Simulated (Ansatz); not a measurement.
**Ti: other elements on the same sites**

An exercise on one series of results from a longer session: the logs are not shown, and one member is left open.

Program: Ansatz 0.2.0. Level of theory: DFT r2SCAN, scalar-relativistic, plane waves, PAW. These are calculated values, not measurements.

**The system as given**

The structure is hexagonal, space group P6_3/mmc (No. 194). Conventional cell: a = 2.936 Å, b = 2.936 Å, c = 4.636 Å, α = 90.00°, β = 90.00°, γ = 120.00°. Ti (site symmetry -6m2) is surrounded by 12 Ti at 2.87 to 2.94 Å.

Coordinates:

```
Ti
1.0
     2.93580    0.00000    0.00000
    -1.46790    2.54247    0.00000
     0.00000    0.00000    4.63619
Ti
2
Direct
  0.33333 0.66667 0.25000
  0.66667 0.33333 0.75000
```

This cell was relaxed beforehand with the same method: volume 17.30 Å³/atom, gap on the mesh none (metal).

Set-up of the first run:

input.yaml reads:

```yaml
crystal:
  lattice:
    - [2.415922691, 0.0, 0.0]
    - [-1.2079613455, 2.092250424, 0.0]
    - [0.0, 0.0, 3.8152106115]
  atoms:
    - { symbol: Ge, position: [0.3333333333, 0.6666666667, 0.25] }
    - { symbol: Ge, position: [0.6666666667, 0.3333333333, 0.75] }
basis:
  ecutwfc: 500
kpoints:
  mp_grid: { grid: [12, 12, 6] }
hamiltonian:
  xc: r2scan
scf:
  occupations: { method: gaussian, width: 0.1 }
output:
  forces: true
  stress: true
  eigenvalues: true
```

Command:

```console
ansatz run input.yaml --threads 1 --pin off --max-ram 2560MiB --backend cpu --events-out ev --progress --plain --runs-dir out
```

Steps of the session up to this table: A first look at the start (Ge); Rough relaxation on the coarse mesh (Ge); The relaxation (Ge).

One table of the session follows, with a row left open; its other results are not shown here.

Lengths are those of the vectors of the cell that was run:

| swap | volume (Å³/atom) | a (Å) | b (Å) | c (Å) |
| --- | --- | --- | --- | --- |
| none | 17.30 | 2.936 | 2.936 | 4.636 |
| Ti → Si | 13.73 | 2.640 | 2.640 | 4.551 |
| Ti → Hf | 22.36 | 3.199 | 3.199 | 5.044 |
| Ti → Ge | ? | ? | ? | ? |

**Question.** Estimate the row for Ti → Ge.

The run gave: volume (Å³/atom): 18.79; a (Å): 2.927; b (Å): 2.927; c (Å): 5.065. In the column «volume (Å³/atom)» it lies between none (17.30) and Ti → Hf (22.36).

Lengths are those of the computed cell. Rows of earlier swaps come from the sessions before.
